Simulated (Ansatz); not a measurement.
This run works on a generated trial structure, not on a known crystal.

Input and command of a plane-wave DFT calculation in Ansatz:

```yaml
crystal:
  lattice:
    - [6.74325311, 0.0, 0.0]
    - [0.0, 6.74325311, 0.0]
    - [0.0, 0.0, 6.74325311]
  atoms:
    - { symbol: Ga, position: [0.5, 0.0, 0.75] }
    - { symbol: Ga, position: [0.75, 0.5, 0.0] }
    - { symbol: Ga, position: [0.0, 0.75, 0.5] }
    - { symbol: Ga, position: [0.5, 0.0, 0.25] }
    - { symbol: Ga, position: [0.25, 0.5, 0.0] }
    - { symbol: Ga, position: [0.0, 0.25, 0.5] }
    - { symbol: As, position: [0.0, 0.5, 0.75] }
    - { symbol: As, position: [0.75, 0.0, 0.5] }
    - { symbol: As, position: [0.5, 0.75, 0.0] }
    - { symbol: As, position: [0.0, 0.5, 0.25] }
    - { symbol: As, position: [0.25, 0.0, 0.5] }
    - { symbol: As, position: [0.5, 0.25, 0.0] }
basis:
  ecutwfc: 420
kpoints:
  mp_grid: { grid: [4, 4, 4] }
hamiltonian:
  xc: pbe
scf:
  occupations: { method: gaussian, width: 0.1 }
  lower_state_search: "off"
output:
  forces: true
  stress: true
  eigenvalues: true
relax:
  adjacent_minimum: "off"
  f_tol: 0.04
  max_steps: 70
  cell: { stress_tol: 0.4 }
```

```bash
ansatz run input.yaml --threads 1 --pin off --max-ram 2560MiB --backend cpu --events-out ev --progress --plain --runs-dir out
```

Processor: Intel(R) Xeon(R) Processor @ 2.50GHz (Skylake/Cascade Lake), 1 thread, on a host shared with other jobs.

Q: How long does it run, and how much memory does it take?

A: About 3.8 min, peak memory 0.75 GiB. It solves 101 bands at 10 k points (after reduction by symmetry) with about 6979 plane waves (on the last cell), in 33 SCF iterations over 5 ionic steps.
